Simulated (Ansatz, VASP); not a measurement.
# One calculation of HgTe, two programs

File INCAR:

```
PREC = Accurate
ENCUT = 520
EDIFF = 1E-6
ISMEAR = -1
SIGMA = 0.05
LREAL = False
LASPH = True
NELM = 80
ALGO = Normal
ISIF = 2
LWAVE = False
LCHARG = False
GGA = RP
NBANDS = 16
```

File KPOINTS:

```
regular mesh
0
Gamma
  7 7 7
```

The input POSCAR:

```
HgTe
1.0
    0.0000000000      3.1800000000      3.1800000000
    3.1800000000      0.0000000000      3.1800000000
    3.1800000000      3.1800000000      0.0000000000
Hg Te
1 1
Direct
    0.0000000000      0.0000000000      0.0000000000
    0.5000000000      0.5000000000      0.5000000000
```

input.yaml

```yaml
crystal:
  lattice:
    - [0.0, 3.18, 3.18]
    - [3.18, 0.0, 3.18]
    - [3.18, 3.18, 0.0]
  atoms:
    - { symbol: Hg, position: [0.0, 0.0, 0.0] }
    - { symbol: Te, position: [0.5, 0.5, 0.5] }
hamiltonian:
  xc: rpbe
  pseudopotentials: { kind: paw }
kpoints:
  mp_grid: { grid: [7, 7, 7] }
  band_path:
    path:
      - [[0.0, 0.0, 0.0], [0.5, 0.0, 0.5], [0.5, 0.25, 0.75], [0.375, 0.375, 0.75], [0.0, 0.0, 0.0], [0.5, 0.5, 0.5], [0.625, 0.25, 0.625], [0.5, 0.25, 0.75], [0.5, 0.5, 0.5], [0.375, 0.375, 0.75]]
      - [[0.625, 0.25, 0.625], [0.5, 0.0, 0.5]]
    npoints: 14
scf:
  occupations: { method: fermi_dirac, width: 0.05 }
  n_extra_bands: 6
output:
  forces: true
  stress: true
  eigenvalues: true
  fatbands: false
```

Measurements of this composition are mostly on another form, of space group No. 216.

Alike in both runs: functional RPBE; k mesh 7 × 7 × 7; occupations fermi-dirac, width 0.05 eV; no spin polarisation.

|  | VASP | Ansatz |
| --- | --- | --- |
| version | VASP 6.6.1 | Ansatz 0.2.0 |
| potentials or method | VASP PAW PBE potentials, release 64 (Hg, Te) | Ansatz PAW |
| plane-wave cutoff (eV) | 520 | 420 |
| valence electrons in the cell | 18 | 36 |
| task | single point | band structure |

```tsv
	VASP	Ansatz	Ansatz less VASP
gap on the k mesh at the Fermi level (eV)	none	none	-
pressure (GPa)	-2.0	-2.0	-0.05
```

A gap of «none» marks a metal or a gap that the smearing closes. The two sets of potentials don't hold the same shells in valence.

Caveats: the PAW data sets were made with another functional, which shifts forces and pressure a little (VASP); spin-orbit coupling is left out, which moves the levels of the heavy elements (Ansatz); the PAW data sets come from PBE, with cores solved anew for the run's functional, which leaves a small shift of forces and pressure (Ansatz). Spin-orbit coupling is left out, which matters for the levels of Hg, Te.
